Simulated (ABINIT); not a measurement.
SiC (Moissanite):

```
CELL_PARAMETERS angstrom
3.07600 0.00000 0.00000
-1.53800 2.66389 0.00000
0.00000 0.00000 5.04800
ATOMIC_POSITIONS crystal
Si 0.66667 0.33333 0.50000
Si 0.33333 0.66667 0.00000
C 0.66667 0.33333 0.88500
C 0.33333 0.66667 0.38500
```

Base run:

| Quantity | Value |
| --- | --- |
| Program | ABINIT 10.8.3 (patched build) |
| Functional | LDA |
| Potentials or basis | PseudoDojo NC SR LDA v0.4.1 standard |
| Cutoff | 1116 eV |
| k mesh | 10 × 10 × 5 |
| Occupations | fermi-dirac, width 0.05 eV |
| Spin | no spin polarisation |

Its results: band gap on the k mesh 2.38 eV, indirect (least direct gap 4.00 eV); pressure -4.5 GPa; largest force 0.731 eV/Å.

The run is repeated on the same cell with these changes: functional from LDA to PW91; potentials or basis from PseudoDojo NC SR LDA v0.4.1 standard to JTH PAW PBE v2.0; cutoff from 1116 eV to 544 eV. What comes out?

Band gap on the k mesh 2.52 eV, indirect (least direct gap 4.12 eV); pressure 2.9 GPa; largest force 0.745 eV/Å.

Caveats: the mesh misses the band edges, which the band path finds closer together; the PAW data sets were made with another functional, which shifts forces and pressure a little (some runs).
